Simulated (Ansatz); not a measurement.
**NbH: straining the crystal, biaxial strain in the a-b plane**

Aim: apply biaxial strain in the a-b plane to NbH from -6 to +6 %, where the length and tilt of c and the atoms relax, and follow energy, stress and any gap.

Program: Ansatz 0.2.0. Level of theory: DFT PBEsol, scalar-relativistic, plane waves, PAW. These are calculated values, not measurements.

## Step 1: The structure to begin with

The structure is tetragonal, space group I4/mmm (No. 139). Conventional cell: a = 3.214 Å, b = 3.214 Å, c = 3.969 Å, α = 90.00°, β = 90.00°, γ = 90.00°. Nb (site symmetry 4/mmm) is surrounded by 6 H at 1.98 to 2.27 Å. H (site symmetry 4/mmm) has 6 Nb at 1.98 to 2.27 Å as nearest neighbours.

Coordinates:

```
CELL_PARAMETERS angstrom
-1.60696 1.60696 1.98430
1.60696 -1.60696 1.98430
1.60696 1.60696 -1.98430
ATOMIC_POSITIONS crystal
Nb 0.00000 0.00000 0.00000
H 0.50000 0.50000 0.00000
```

The structure comes from the Materials Project (structure only).

(A quick probe on a coarse mesh, which set the mesh and smearing, is not shown.)

## Step 3: The relaxation

input.yaml reads:

```yaml
crystal:
  lattice:
    - [-1.606964, 1.606964, 1.984301]
    - [1.606964, -1.606964, 1.984301]
    - [1.606964, 1.606964, -1.984301]
  atoms:
    - { symbol: Nb, position: [0.0, 0.0, 0.0] }
    - { symbol: H, position: [0.5, 0.5, 0.0] }
basis:
  ecutwfc: 420
kpoints:
  mp_grid: { grid: [18, 18, 18] }
hamiltonian:
  xc: pbesol
scf:
  occupations: { method: gaussian, width: 0.1 }
output:
  forces: true
  stress: true
  eigenvalues: true
relax:
  adjacent_minimum: "off"
  f_tol: 0.005
  max_steps: 80
  cell: { stress_tol: 0.05 }
```

The session goes on with these runs: the unstrained reference; strain -2.0 %; At +2.0 %; At -4.0 %; the cell strained by +4.0 %; At -6.0 %; the cell strained by +6.0 %.

What does the calculation give? Wanted: relaxed cell; volume; formation energy.

As calculated:

```
                                                               quantity                                                                      value
                                            relaxed cell (conventional)  a = 3.178 Å, b = 3.178 Å, c = 3.903 Å, α = 90.00°, β = 90.00°, γ = 90.00°
                                                   space group (0.01 Å)                                                           I4/mmm (No. 139)
                                                                 volume                                                               9.85 Å³/atom
formation energy (elements from runs with the same settings, not shown)                                                              -0.21 eV/atom
                                                    largest energy cost                                                    61.8 meV/atom at +6.0 %
```

The relaxed volume is 3.9 % smaller than at the start. The stress does not run one way along the series, so the crystal is soft here and the free axes or atoms switch branch. One stiffness does not describe the range: the innermost pair gives (1/V) d²E/dε² = 282 GPa and a cubic fit over all points 316 GPa. Compression by 6 % costs 7.6 meV/atom and stretching 61.8. On this cell's mesh the unstrained reference holds a stress of up to 0.20 GPa.
